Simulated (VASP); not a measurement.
Input of a VASP 6.6.1 run:

Contents of INCAR:

```
  ALGO = Normal
  EDIFF = 1E-6
  EDIFFG = -0.01
  ENCUT = 600
  GGA = PE
  IBRION = 2
  ISIF = 3
  ISMEAR = 0
  IVDW = 12
  KPAR = 4
  LASPH = True
  LCHARG = False
  LREAL = False
  LWAVE = False
  NELM = 80
  NSW = 90
  PREC = Accurate
  SIGMA = 0.03
```

KPOINTS

```
k-points
0
Gamma
  9 9 5
```

Contents of POSCAR:

```
SnS2
1.0
    3.6390000000      0.0000000000      0.0000000000
   -1.8195000000      3.1514664444      0.0000000000
    0.0000000000      0.0000000000      5.8680000000
Sn S
1 2
Direct
    0.0000000000      0.0000000000      0.0000000000
    0.3333333333      0.6666666667      0.2500000000
    0.6666666667      0.3333333333      0.7500000000
```

Potentials or basis: VASP PAW PBE potentials, release 64 (Sn_d, S).

Command:

```sh
$ cat potpaw_PBE.64/Sn_d/POTCAR potpaw_PBE.64/S/POTCAR > POTCAR
$ mpirun -np 4 vasp_std > vasp.out
```

Problem. Estimate the relaxed cell.

Solution. a = 3.667 Å, b = 3.667 Å, c = 5.813 Å, α = 90.00°, β = 90.00°, γ = 120.00°.

Problem. Predict the space group after relaxing (to 0.05 Å).

Solution. P-3m1 (No. 164).

Step by step:
```
step  energy change (eV)  largest force (eV/Å)  pressure (GPa)  volume (Å³)
   1              0.0000                0.2533            1.72        67.30
   2             -0.0012                0.1919           -1.55        69.66
   3             -0.0080                0.0160           -0.06        68.51
   4             -0.0080                0.0202            0.00        68.48
   5             -0.0082                0.0292            0.00        68.45
   6             -0.0085                0.0517           -0.04        68.37
   7             -0.0087                0.0381           -0.07        68.31
   8             -0.0091                0.0001           -0.17        68.12
   9             -0.0092                0.0182           -0.23        68.02
  10             -0.0093                0.0098           -0.08        67.86
  11             -0.0093                0.0081           -0.09        67.82
  12             -0.0094                0.0046           -0.03        67.75
  13             -0.0094                0.0027            0.08        67.62
  14             -0.0094                0.0018           -0.01        67.70
```

 Zero-point motion and thermal expansion aren't in these numbers.
